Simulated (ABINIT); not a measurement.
# Hf in ABINIT: work function with PBE

Aim: the work function of Hf with PBE.

All numbers are computed with ABINIT 10.8.3 (patched build); they aren't measurements. Logs are shortened: lines on timing, memory, paths and dates and some standing lists are left out, and cuts for length are marked. The log counts tension as positive stress, the text compression.

## 1. The structure

The cell holds a slab with vacuum, 5 atoms: a = 3.140 Å, b = 3.140 Å, c = 25.254 Å, α = 90.00°, β = 90.00°, γ = 120.00°.

## 2. Work function, PBE

Contents of run.abi:

```
pp_dirpath "./"
pseudos "Hf.GGA_PBE-JTH.xml"

acell 3.1395541085 3.1395541085 25.2537407808 Angstrom
rprim
     1.0000000000     0.0000000000     0.0000000000
    -0.5000000000     0.8660254038     0.0000000000
     0.0000000000     0.0000000000     1.0000000000
ntypat 1
znucl 72
natom 5
typat 1 1 1 1 1
xcart
     1.5697770542     0.9063112048     7.5000000000
     0.0000000000     1.8126224097    10.0634351952
     0.0000000000     0.0000000000    12.6268703904
     1.5697770542     0.9063112048    15.1903055856
     0.0000000000     1.8126224097    17.7537407808 Angstrom
chkprim 0
chksymtnons 0
tolsym 1.0e-6

ecut 19.0
pawecutdg 38.0
pawxcdev 0

kptopt 1
ngkpt 10 10 1
nshiftk 1
shiftk 0.0 0.0 0.0

ixc 11

nband 36
occopt 3
tsmear 0.05 eV

nstep 120
tolvrs 1.0e-9

iomode 3
prtwf 0
prteig 0
prtebands 0
enunit 1
prtvol 2
prtden 1
prtvha 1
prtvclmb 1
prtpot 1
```

Potentials or basis: JTH PAW PBE v2.0.

Run with:

```bash
> mpirun --bind-to none -np 4 abinit run.abi > log 2>&1
```

run.abo:

```text
.Version 10.8.3 of ABINIT
 Symmetries : space group P-3 m 1 (#164); Bravais hP (primitive hexag.)
================================================================================
 Values of the parameters that define the memory need of the present run
     intxc =       0    ionmov =       0      iscf =      17    lmnmax =      18
     lnmax =       6     mgfft =     192  mpssoang =       3    mqgrid =   13243
     natom =       5  nloc_mem =       2    nspden =       1   nspinor =       1
    nsppol =       1      nsym =      12    n1xccc =       1    ntypat =       1
    occopt =       3   xclevel =       2
       mpw =        5786          nfft =      110592          nkpt =          14
Pmy_natom=         2
 PAW method is used; the additional fine FFT grid is defined by:
   mgfftf=       270    nfftf =    349920
================================================================================
================================================================================

--------------------------------------------------------------------------------
------------- Echo of variables that govern the present computation ------------
--------------------------------------------------------------------------------
 -outvars: echo values of preprocessed input variables --------
            acell      5.9328974225E+00  5.9328974225E+00  4.7722653730E+01 Bohr
              amu      1.78490000E+02
          chkprim           0
      chksymtnons           0
             ecut      1.90000000E+01 Hartree
           enunit           1
              ixc          11
         kptrlatt       10    0    0      0   10    0      0    0    1
          kptrlen      5.93289742E+01
            natom           5
            nband          36
            ngfft          24      24     192
          ngfftdg          36      36     270
             nkpt          14
            nstep         120
             nsym          12
           ntypat           1
           occopt           3
        pawecutdg      3.80000000E+01 Hartree
         pawxcdev           0
        prtebands           0
           prteig           0
           prtpot           1
         prtvclmb           1
           prtvha           1
           prtvol           2
            prtwf           0
            rprim      1.0000000000E+00  0.0000000000E+00  0.0000000000E+00
                      -5.0000000000E-01  8.6602540380E-01  0.0000000000E+00
                       0.0000000000E+00  0.0000000000E+00  1.0000000000E+00
          spgroup         164
           tolsym      1.00000000E-06
           tolvrs      1.00000000E-09
           tsmear      1.83746611E-03 Hartree
            typat      1  1  1  1  1
           useylm           1
           xangst      1.5697770542E+00  9.0631120482E-01  7.5000000000E+00
                      -2.5000173810E-11  1.8126224097E+00  1.0063435195E+01
                      -2.5000009921E-11 -3.2830490189E-11  1.2626870390E+01
                       1.5697770542E+00  9.0631120482E-01  1.5190305586E+01
[... 359 lines left out ...]
  -2.48150   -2.43609   -2.13848   -1.83982
 kpt#  14, nband= 36, wtk=  0.06000, kpt=  0.3000  0.3000  0.0000 (reduced coord)
 -65.00219  -65.00219  -64.55183  -64.55154  -64.51790  -33.85697  -33.85656  -33.73301
 -33.73207  -33.69719  -33.69456  -33.49449  -33.48474  -33.39767  -33.38646  -33.28064
 -33.28022  -33.11833  -33.10990  -33.05105   -4.91269   -4.90991   -4.77125   -4.66206
  -4.25682   -4.19861   -4.00986   -3.93486   -3.74872   -3.17810   -2.96612   -2.93785
  -2.78247   -2.68502   -2.38699   -2.34992
 Total charge density [el/Bohr^3]
)     Maximum=    7.4257E-01  at reduced coord.    0.0000    0.0000    0.5000
)Next maximum=    7.4156E-01  at reduced coord.    0.3333    0.6667    0.7037
)     Minimum=    2.8553E-08  at reduced coord.    0.0000    0.0000    0.0000
)Next minimum=    2.8873E-08  at reduced coord.    0.0278    0.0000    0.0000
   Integrated=    6.0000E+01

--- !EnergyTerms
iteration_state     : {dtset: 1, }
comment             : Components of total free energy in Hartree
kinetic             :  2.67350696783719E+01
hartree             :  7.54768127863829E+02
xc                  : -4.50239775543904E+01
Ewald energy        :  5.48643353293550E+02
psp_core            :  1.91431999962872E+01
local_psp           : -1.45445505233113E+03
PAW spherical_terms : -9.99058981085469E+01
internal            : -2.50095177162033E+02
'-kT*entropy'       : -2.37874900227587E-03
total_energy        : -2.50097555911035E+02
total_energy_eV     : -6.80550119307100E+03
...

--- !EnergyTermsDC
iteration_state     : {dtset: 1, }
comment             : '"Double-counting" decomposition of free energy'
band_energy         : -6.42111657280278E+01
Ewald energy        :  5.48643353293550E+02
psp_core            :  1.91431999962872E+01
xc_dc               : -7.80351241716919E+02
PAW spherical_terms :  2.66806892163830E+01
internal            : -2.50095164938727E+02
'-kT*entropy'       : -2.37874900227587E-03
total_energy_dc     : -2.50097543687729E+02
total_energy_dc_eV  : -6.80550086045791E+03
...

--- !EnergyTermsWithPAWCore
iteration_state     : {dtset: 1, }
comment             : 'Components of total free energy, including PAW core contributions'
Total energy        : -7.53923509072085E+04
Total energy DC     : -7.53923508949852E+04
Total energy (eV)   : -2.05153038052859E+06
Total energy DC (eV): -2.05153038019597E+06
...

 Cartesian components of stress tensor (hartree/bohr^3)
  sigma(1 1)= -1.35322002E-06  sigma(3 2)=  0.00000000E+00
  sigma(2 2)= -1.35322049E-06  sigma(3 1)=  0.00000000E+00
  sigma(3 3)=  2.65751628E-05  sigma(2 1)=  0.00000000E+00

-Cartesian components of stress tensor (GPa)         [Pressure= -2.3408E-01 GPa]
- sigma(1 1)= -3.98131075E-02  sigma(3 2)=  0.00000000E+00
- sigma(2 2)= -3.98131214E-02  sigma(3 1)=  0.00000000E+00
- sigma(3 3)=  7.81868283E-01  sigma(2 1)=  0.00000000E+00

== END DATASET(S) ==============================================================
================================================================================

 -outvars: echo values of variables after computation  --------
            acell      5.9328974225E+00  5.9328974225E+00  4.7722653730E+01 Bohr
           etotal     -2.5009754369E+02
            fcart      1.1346248854E-29  4.8475622740E-29  9.0829687379E-03
                       3.4038746561E-29  2.2272583421E-29 -1.3475141120E-02
                       1.1346248854E-29 -3.9304558979E-30 -0.0000000000E+00
                       1.4012984643E-45 -2.3582735387E-29  1.3475141120E-02
                      -5.6731244268E-29 -4.3235014877E-29 -9.0829687379E-03
            rprim      1.0000000000E+00  0.0000000000E+00  0.0000000000E+00
                      -5.0000000000E-01  8.6602540380E-01  0.0000000000E+00
                       0.0000000000E+00  0.0000000000E+00  1.0000000000E+00
           strten     -1.3532200188E-06 -1.3532204917E-06  2.6575162779E-05
                       0.0000000000E+00  0.0000000000E+00  0.0000000000E+00
           xangst      1.5697770542E+00  9.0631120482E-01  7.5000000000E+00
                      -2.5000173810E-11  1.8126224097E+00  1.0063435195E+01
                      -2.5000009921E-11 -3.2830490189E-11  1.2626870390E+01
                       1.5697770542E+00  9.0631120482E-01  1.5190305586E+01
                      -2.5000173810E-11  1.8126224097E+00  1.7753740781E+01
             xred      6.6666666665E-01  3.3333333332E-01  2.9698570462E-01
                       3.3333333332E-01  6.6666666665E-01  3.9849285231E-01
                      -1.4000300919E-11 -1.2074767112E-11  5.0000000000E-01
                       6.6666666665E-01  3.3333333332E-01  6.0150714769E-01
                       3.3333333332E-01  6.6666666665E-01  7.0301429538E-01
 Calculation completed.
```

It took 2.9 min on 4 MPI ranks of Arm Neoverse N1, shared host; peak memory 0.84 GiB.

What came out:

```yaml
Free_energy: -6805.5009 eV
Largest_force: 0.693 eV/Å
Band_gap_on_the_k_mesh: none (metal or under the smearing width)
Valence_electrons_inside_the_program's_atomic_spheres: Hf 9.46, 9.49, 9.51 (radii [1.2759] Å)
Work_function: 4.47 eV
```

Forces on the atoms (eV/Å):
```
Hf   0.000  0.000  0.467
Hf   0.000  0.000 -0.693
Hf   0.000  0.000  0.000
Hf   0.000  0.000  0.693
Hf   0.000  0.000 -0.467
```

Spin-orbit coupling is left out, which matters for the levels of Hf.
